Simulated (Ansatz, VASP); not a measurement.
## SnTe: VASP beside Ansatz

```
Te Sn
1.0
     0.00000    3.61115    3.61115
     3.61115    0.00000    3.61115
     3.61115    3.61115    0.00000
Te Sn
1 1
Direct
  0.25000 0.25000 0.25000
  0.00000 0.00000 0.00000
```

Measurements of this composition are mostly on another form, of space group No. 225.

Alike in both runs: task single point; functional LDA; k mesh 6 × 6 × 6; occupations fermi-dirac, width 0.05 eV; no spin polarisation.

|  | VASP | Ansatz |
| --- | --- | --- |
| version | VASP 6.6.1 | Ansatz 0.2.0 |
| potentials or method | VASP PAW LDA potentials, release 64 (Te, Sn_d) | Ansatz PAW |
| plane-wave cutoff (eV) | 520 | 420 |
| valence electrons in the cell | 20 | 30 |

VASP gave:

```
gap on the k mesh at the Fermi level (eV) : 0.19
least direct gap on the mesh (eV)         : 0.72
pressure (GPa)                            : -2.2
```

**Question.** What did Ansatz give for the same quantities?

**Answer.** gap on the k mesh at the Fermi level (eV): 0.20; least direct gap on the mesh (eV): 0.73; pressure (GPa): -2.2.

The two sets of potentials don't hold the same shells in valence.

Caveats: spin-orbit coupling is left out, which moves the levels of the heavy elements; the PAW data sets come from PBE, with cores solved anew for the run's functional, which leaves a small shift of forces and pressure (Ansatz).
